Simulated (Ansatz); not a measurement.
Space group P6_3/mmc (No. 194). a = 2.467 Å, b = 2.467 Å, c = 8.513 Å, α = 90.00°, β = 90.00°, γ = 120.00°
```tsv
atom	site	symmetry	x	y	z
C	2b	-6m2	0.0000	0.0000	0.7500
C	2d	-6m2	0.3333	0.6667	0.7500
```

Equation of state of this C structure (not necessarily the ground state), with shape and atoms relaxed at each volume where symmetry leaves them free. It has no gap at any of these volumes. All numbers below come from DFT PBE, scalar-relativistic, plane waves, PAW (Ansatz).

Plane waves to 420 eV, a k mesh through Γ of 18×18×6 on the computed 4-atom cell and Gaussian smearing (0.10 eV); no spin polarisation.

```json
{"V (Å³/atom)": "10.540", "E − E(largest V) (meV/atom)": "0.46", "P (GPa)": "0.26"}
{"V (Å³/atom)": "10.877", "E − E(largest V) (meV/atom)": "0.08", "P (GPa)": "0.12"}
{"V (Å³/atom)": "11.213", "E − E(largest V) (meV/atom)": "-0.07", "P (GPa)": "0.01"}
{"V (Å³/atom)": "11.549", "E − E(largest V) (meV/atom)": "-0.08", "P (GPa)": "-0.02"}
{"V (Å³/atom)": "11.886", "E − E(largest V) (meV/atom)": "0.00", "P (GPa)": "-0.14"}
```

Q: Fit a third-order Birch–Murnaghan equation to E(V).

A: V0 = 11.40 Å³/atom, B0 = 2 GPa, B0' = 17.3. B0' is unusual or poorly fixed by this range.

The cell holds layers, and where no dispersion correction was added their binding is poorly described.